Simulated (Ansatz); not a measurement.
The reference is AlSb in the zinc blende structure (space group F-43m, No. 216; a = 6.226 Å).

Structures relaxed with Ansatz (a program for electronic structure), PBE, PAW, cutoff 420 eV, no spin-orbit coupling.

Base:

Simulated powder pattern, Cu Kα1, λ = 1.54056 Å (kinematic, ideal powder, no thermal factors, no anomalous dispersion; the 14 strongest lines at most, above 2 %, up to 2θ = 90°):

```json
[
 {"2θ (°)": "24.75", "I/Imax (%)": "100", "hkl": "(111)"},
 {"2θ (°)": "28.65", "I/Imax (%)": "29", "hkl": "(200)"},
 {"2θ (°)": "40.97", "I/Imax (%)": "55", "hkl": "(220)"},
 {"2θ (°)": "48.46", "I/Imax (%)": "48", "hkl": "(311)"},
 {"2θ (°)": "50.76", "I/Imax (%)": "8.0", "hkl": "(222)"},
 {"2θ (°)": "59.33", "I/Imax (%)": "9.1", "hkl": "(400)"},
 {"2θ (°)": "65.28", "I/Imax (%)": "19", "hkl": "(331)"},
 {"2θ (°)": "67.19", "I/Imax (%)": "10", "hkl": "(420)"},
 {"2θ (°)": "74.62", "I/Imax (%)": "18", "hkl": "(422)"},
 {"2θ (°)": "80.02", "I/Imax (%)": "14", "hkl": "(511)"},
 {"2θ (°)": "88.84", "I/Imax (%)": "6.0", "hkl": "(440)"}
]
```

The change: a hydrostatic pressure of 0.3 GPa.

**Question.** How do the reflections move or split?

**Answer.** 
Simulated powder pattern, Cu Kα1, λ = 1.54056 Å (kinematic, ideal powder, no thermal factors, no anomalous dispersion; the 14 strongest lines at most, above 2 %, up to 2θ = 90°):

```tsv
2θ (°)	d (Å)	I/Imax (%)	hkl
24.80	3.587	100	(111)
28.71	3.106	29	(200)
41.06	2.197	55	(220)
48.56	1.873	48	(311)
50.87	1.793	8.0	(222)
59.46	1.553	9.1	(400)
65.43	1.425	19	(331)
67.35	1.389	10	(420)
74.80	1.268	18	(422)
80.22	1.196	14	(511)
89.07	1.098	6.0	(440)
```

The indices refer to the base's conventional cell; one index is shown for lines that coincide.

Load acts through the strain it causes; cell and atoms are relaxed under it. Stability against distortions was not tested.
